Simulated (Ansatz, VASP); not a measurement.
## Two plane-wave programs on Na2S

```
CELL_PARAMETERS angstrom
0.00000 3.38565 3.38565
3.38565 0.00000 3.38565
3.38565 3.38565 0.00000
ATOMIC_POSITIONS crystal
S 0.00000 0.00000 0.00000
Na 0.25000 0.25000 0.25000
Na 0.75000 0.75000 0.75000
```

Change from the starting cell: hydrostatic strain +4.0%.

Alike in both runs: task single point; functional r2SCAN; k mesh 8 × 8 × 8; no spin polarisation.

|  | VASP | Ansatz |
| --- | --- | --- |
| version | VASP 6.6.1 | Ansatz 0.2.0 |
| potentials or method | VASP PAW PBE potentials, release 64 (S, Na_pv) | plane waves, PAW |
| plane-wave cutoff (eV) | 520 | 500 |
| occupations | gaussian, width 0.01 eV | fixed |
| valence electrons in the cell | 20 | 24 |

|  | VASP | Ansatz | Ansatz less VASP |
| --- | --- | --- | --- |
| gap on the k mesh at the Fermi level (eV) | 2.72 | 2.70 | -0.021 |
| pressure (GPa) | -3.0 | -2.8 | +0.15 |

The two sets of potentials don't hold the same shells in valence.

Caveats: the PAW data sets were made with another functional, which shifts forces and pressure a little (VASP). A k mesh can miss the band edges.
